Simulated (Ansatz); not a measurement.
Calculated Hg-201 nuclear quadrupole resonance for HgTe under strain

Cell: a COD entry, relaxed with PBE at fixed cell and then changed (z compressed by 3 %, ions relaxed).

```
CELL_PARAMETERS angstrom
0.00000 3.22350 3.12679
3.22350 0.00000 3.12679
3.22350 3.22350 0.00000
ATOMIC_POSITIONS crystal
Hg 0.00000 0.00000 0.00000
Te 0.25000 0.25000 0.25000
```

Atoms are numbered from 1 in the order listed; like atoms form one site, named after its first atom.

Level of theory: DFT, PBE, plane waves and PAW, scalar-relativistic, 420 eV cutoff, Γ-centred 13×13×13 k-points, Fermi–Dirac smearing 0.05 eV (Ansatz 0.2.0).

Hg-201: I = 3/2, Q = 387.0 mb (year-2017 value). Static lattice, zero field.

(1) Predict the zero-field Hg-201 lines of each site.

Results:

(1) For I = 3/2 there is one line, ν = (|C_Q|/2)(1 + η²/3)^½.

```
site  atoms  V_zz (10²¹ V/m²)  C_Q (MHz)     η  line frequencies (MHz)
  Hg      1              1.74       16.3  0.00                    8.16
```

An axis of threefold or higher order runs through Hg, so V_zz lies along it and η is zero.

Spin–orbit coupling is left out, which shifts gradients on Hg by a few per cent in wide-gap crystals, and can shift them far more where the calculated gap is small or absent, as here. With a gap of 0.10 eV under a smearing of 0.05 eV the band edges are partly filled, so small gradients can hang on the smearing and the k-mesh. At this changed cell the PBE pressure is 6 GPa.

The relaxation (1 step) took 21 s of wall time (21 s of CPU time) and 0.67 GiB at its peak, on 1 thread of AMD EPYC 9R14 (Zen 4) (x86_64; 16 cores open to the job, memory cap 3.0 GiB, no GPU), a shared host with a load of 0.4 a core.
